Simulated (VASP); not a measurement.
A run of VASP 6.6.1:

INCAR

```
  PREC = Accurate
  ENCUT = 520
  EDIFF = 1E-6
  ISMEAR = 0
  SIGMA = 0.02
  LREAL = False
  LASPH = True
  NELM = 80
  ALGO = Normal
  ISIF = 2
  LWAVE = False
  LCHARG = False
  GGA = PE
```

File KPOINTS:

```
regular mesh
0
Gamma
  8 8 8
```

POSCAR

```
CdO
1.0
    0.0000000000      2.3476500000      2.3476500000
    2.3476500000      0.0000000000      2.3476500000
    2.3476500000      2.3476500000      0.0000000000
Cd O
1 1
Direct
    0.0000000000      0.0000000000      0.0000000000
    0.5000000000      0.5000000000      0.5000000000
```

Potentials or basis: VASP PAW PBE potentials, release 64 (Cd, O).

Launch:

```sh
$ cat potpaw_PBE.64/Cd/POTCAR potpaw_PBE.64/O/POTCAR > POTCAR
$ mpirun -np 1 vasp_std > vasp.out
```

Hardware: 1 thread of Intel(R) Xeon(R) Platinum 8259CL CPU @ 2.50GHz (Skylake/Cascade Lake) (shared host).

Task: Estimate the wall time of this run.

Result: It took 15 s on 1 thread of Intel(R) Xeon(R) Platinum 8259CL CPU @ 2.50GHz (Skylake/Cascade Lake), on a shared host, peak memory 0.16 GiB. Counts: scf iterations 13, k points 29.
